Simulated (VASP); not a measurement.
Write the native input for VASP 6.6.1 that does the following.

- Task: electric field gradients
- Functional: PBE
- Potentials or basis: VASP PAW PBE potentials, release 64 (Cs_sv, Sn_d, Br)
- Cutoff: 520 eV
- k mesh: 6 × 6 × 6
- Occupations: gaussian, width 0.05 eV
- Spin: no spin polarisation
- Dipole correction: no
- Further INCAR settings: ALGO = Fast; EDIFF = 1e-08; NBANDS = 30

The structure of CsSnBr3 lies in POSCAR:

```
CsSnBr3
1.0
    5.8965303405      0.0000000000      0.0000000000
    0.0000000000      5.8965303405      0.0000000000
    0.0000000000      0.0000000000      5.8965303405
Cs Sn Br
1 1 3
Direct
    0.0000000000      0.0000000000      0.0000000000
    0.5000000000      0.5000000000      0.5000000000
    0.5000000000      0.0000000000      0.5000000000
    0.5000000000      0.5000000000      0.0000000000
    0.0000000000      0.5000000000      0.5000000000
```

The cell is a database's computed one.

The input as run:

INCAR

```
SYSTEM = CsSnBr3
PREC     = Accurate       ! precision mode
ENCUT    = 520            ! plane-wave cutoff, eV
EDIFF    = 1E-8           ! SCF threshold, eV
ISMEAR   = 0              ! smearing method
SIGMA    = 0.05           ! smearing width, eV
LREAL    = .False.        ! projectors in reciprocal space
LASPH    = .True.         ! aspherical terms in the spheres
NELM     = 100            ! most SCF steps
ALGO     = Fast           ! electronic algorithm
ISIF     = 2              ! what is computed and relaxed
LWAVE    = .False.        ! write WAVECAR
LCHARG   = .False.        ! write CHGCAR
GGA      = PE             ! functional
LEFG     = .True.       
NBANDS   = 30             ! bands
```

KPOINTS

```
Automatic mesh
0
Gamma
  6 6 6
  0 0 0
```

Potentials or basis: VASP PAW PBE potentials, release 64 (Cs_sv, Sn_d, Br).

The run is started by

```sh
$ cat potpaw_PBE.64/Cs_sv/POTCAR potpaw_PBE.64/Sn_d/POTCAR potpaw_PBE.64/Br/POTCAR > POTCAR
$ mpirun -np 1 vasp_std > vasp.out
```

Results of the run:

- Pressure: 0.0 GPa
- Band gap on the k mesh: 0.65 eV, direct

Caveat: spin-orbit coupling is left out, which moves the levels of the heavy elements.

It took 98 s on 1 thread of Intel(R) Xeon(R) 6975P-C (Granite Rapids) (shared host), peak memory 0.4 GiB.
